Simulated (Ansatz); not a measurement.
# S vacancy in ZnS

What does a S vacancy cost in ZnS, and how do its neighbours move? It is set in a cell of 36 host atoms, in the charges +2, +1, 0.

Computed with Ansatz 0.2.0 (DFT PBE, scalar-relativistic, plane waves, PAW, unless a step's input says otherwise).

3 further runs of the same task are left out: 3 set aside as unsound or not needed.

### Step 1. The structure to begin with

It takes space group P6_3mc (No. 186, hexagonal). The conventional cell has a = 3.844 Å, b = 3.844 Å, c = 6.305 Å, α = 90.00°, β = 90.00°, γ = 120.00°. Around Zn (site symmetry 3m) lie 4 S at 2.36 Å. S (site symmetry 3m) is surrounded by 4 Zn at 2.36 Å.

As a file:

```cif
data_structure
_symmetry_space_group_name_H-M 'P6_3mc'
_symmetry_Int_Tables_number 186
_cell_length_a 3.8441
_cell_length_b 3.8441
_cell_length_c 6.3046
_cell_angle_alpha 90.000
_cell_angle_beta 90.000
_cell_angle_gamma 120.000
_cell_volume 80.68
loop_
_atom_site_label
_atom_site_type_symbol
_atom_site_symmetry_multiplicity
_atom_site_Wyckoff_symbol
_atom_site_fract_x
_atom_site_fract_y
_atom_site_fract_z
_atom_site_occupancy
Zn1 Zn 2 b 0.33333 0.66667 0.00027 1
S1 S 2 b 0.33333 0.66667 0.37473 1
```

It goes back to an entry of the Materials Project.

It is the result of an earlier relaxation at this level (volume 20.17 Å³/atom; gap on the mesh: 2.08 eV).

The host's static dielectric tensor, from an earlier linear-response run, has a mean of 9.20.

The perfect supercell (rows -1 -2 1; 2 1 1; -1 1 1 in vectors of this cell) comes from an earlier run at this level (36 atoms, E(σ→0) -76009.1008 eV, gap 3.11 eV on its own mesh).

### Step 2. Making the defect

The atom at (0.569, 0.236, 0.569) of the supercell is taken out. A small random displacement (spread 0.05 Å) lets the symmetry of the site break. Its neighbours are 4 Zn at 2.36 Å.

### Step 3. Charge state 0

The input, input.yaml:

```yaml
crystal:
  lattice:
    - [-1.0e-10, -6.6581192391, 6.3046430566]
    - [5.7661004025, 3.3290596195, 6.3046430566]
    - [-5.7661004025, 3.3290596196, 6.3046430566]
  atoms:
    - { symbol: Zn, position: [0.4424295166, 0.1143360307, 0.4387857595] }
    - { symbol: Zn, position: [0.1112000024, 0.1112000024, 0.777866669] }
    - { symbol: Zn, position: [0.4445333357, 0.4445333357, 0.1112000024] }
    - { symbol: Zn, position: [0.777866669, 0.1112000024, 0.1112000024] }
    - { symbol: Zn, position: [0.1112000024, 0.4445333357, 0.4445333357] }
    - { symbol: Zn, position: [0.4445333357, 0.777866669, 0.777866669] }
    - { symbol: Zn, position: [0.777866669, 0.4445333357, 0.777866669] }
    - { symbol: Zn, position: [0.1112000024, 0.777866669, 0.1112000024] }
    - { symbol: Zn, position: [0.777866669, 0.777866669, 0.4445333357] }
    - { symbol: Zn, position: [0.7268685091, 0.3896565885, 0.3947732785] }
    - { symbol: Zn, position: [0.385495256, 0.389034723, 0.7294447758] }
    - { symbol: Zn, position: [0.7223111135, 0.7223111135, 0.0556444468] }
    - { symbol: Zn, position: [0.0556444468, 0.3889777801, 0.0556444468] }
    - { symbol: Zn, position: [0.3889777801, 0.7223111135, 0.3889777801] }
    - { symbol: Zn, position: [0.721137889, 0.0520151997, 0.7167848349] }
    - { symbol: Zn, position: [0.0556444468, 0.7223111135, 0.7223111135] }
    - { symbol: Zn, position: [0.3889777801, 0.0556444468, 0.0556444468] }
    - { symbol: Zn, position: [0.0556444468, 0.0556444468, 0.3889777801] }
    - { symbol: S, position: [0.2360222199, 0.2360222199, 0.9026888865] }
    - { symbol: S, position: [0.5693555532, 0.5693555532, 0.2360222199] }
    - { symbol: S, position: [0.9026888865, 0.2360222199, 0.2360222199] }
    - { symbol: S, position: [0.2360222199, 0.5693555532, 0.5693555532] }
    - { symbol: S, position: [0.5693555532, 0.9026888865, 0.9026888865] }
    - { symbol: S, position: [0.9026888865, 0.5693555532, 0.9026888865] }
    - { symbol: S, position: [0.2360222199, 0.9026888865, 0.2360222199] }
    - { symbol: S, position: [0.9026888865, 0.9026888865, 0.5693555532] }
    - { symbol: S, position: [0.847133331, 0.5137999976, 0.5137999976] }
    - { symbol: S, position: [0.5137999976, 0.5137999976, 0.847133331] }
    - { symbol: S, position: [0.847133331, 0.847133331, 0.1804666643] }
    - { symbol: S, position: [0.1804666643, 0.5137999976, 0.1804666643] }
    - { symbol: S, position: [0.5137999976, 0.847133331, 0.5137999976] }
    - { symbol: S, position: [0.847133331, 0.1804666643, 0.847133331] }
    - { symbol: S, position: [0.1804666643, 0.847133331, 0.847133331] }
    - { symbol: S, position: [0.5137999976, 0.1804666643, 0.1804666643] }
    - { symbol: S, position: [0.1804666643, 0.1804666643, 0.5137999976] }
  host:
    lattice:
      - [3.844066935, 0.0, 0.0]
      - [-1.9220334675, 3.3290596196, 0.0]
      - [0.0, 0.0, 6.3046430566]
    atoms:
      - { symbol: Zn, position: [0.3333333333, 0.6666666667, 0.0002666738] }
      - { symbol: Zn, position: [0.6666666667, 0.3333333333, 0.5002666738] }
      - { symbol: S, position: [0.3333333333, 0.6666666667, 0.3747333262] }
      - { symbol: S, position: [0.6666666667, 0.3333333333, 0.8747333262] }
basis:
  ecutwfc: 420
  xc_grid: 2
kpoints:
  mp_grid: { grid: [2, 2, 2], shift: [0.5, 0.5, 0.5] }
hamiltonian:
  xc: pbe
scf:
  occupations: { method: gaussian, width: 0.01 }
output:
  forces: true
  stress: false
  eigenvalues: true
  charged_corrections:
    defect_position: [0.56935555, 0.23602222, 0.56935555]
    epsilon: [[9.0014, 0.0, 0.0], [0.0, 9.0014, 0.0], [0.0, 0.0, 9.6071]]
  write_density: true
  write_potential: true
  elf: true
  volumetric_format: npy
relax:
  adjacent_minimum: "off"
  f_tol: 0.025
  max_steps: 45
```

Run with:

```console
$ ansatz run input.yaml --threads 4 --pin off --max-ram 10240MiB --backend cpu --events-out ev --progress --plain --runs-dir out
```

The session goes on with these runs: relaxing the defect, charge +1; charge +1 again, with another moment; charge state +2.

Before running it: what results should come out? Wanted: formation energy, neutral; nearest atoms after relaxation, one image of each, neutral.

As calculated:

| quantity | value |
| --- | --- |
| formation energy, neutral | 3.59 eV |
| nearest atoms after relaxation, one image of each, neutral | 1 Zn at 1.86 Å, 2 Zn at 1.91 Å, 1 Zn at 2.85 Å |
| level (+2/+1) above the valence top | 1.52 eV |
| level (+1/0) above the valence top | 0.73 eV |

**Reading.** Forming the neutral defect takes 3.59 eV with the elements as reservoirs. With elemental S as the reservoir this is the highest cost; S-poor conditions lower it. Spin polarisation was off in the neutral run, so a moment could not show there. Spin was allowed in some charges only (not in +2, 0): their moments are zero by construction, and levels between the two kinds of run can be off. Among the charges computed the stable one is +2 at the valence top, changing to 0 at 1.12 eV, in a gap of 2.08 eV. The levels on either side of charge +1 are inverted, so that state is never the lowest (negative U). Levels are placed in the host's Kohn-Sham gap, which is usually too small at this level and squeezes them. With 36 host sites the defect feels its images, so energies are good to tenths of an eV at best. Other minima may exist.

A log calls its force constants unconverged on the k mesh, so modes and the static dielectric constant formed from them are rough.
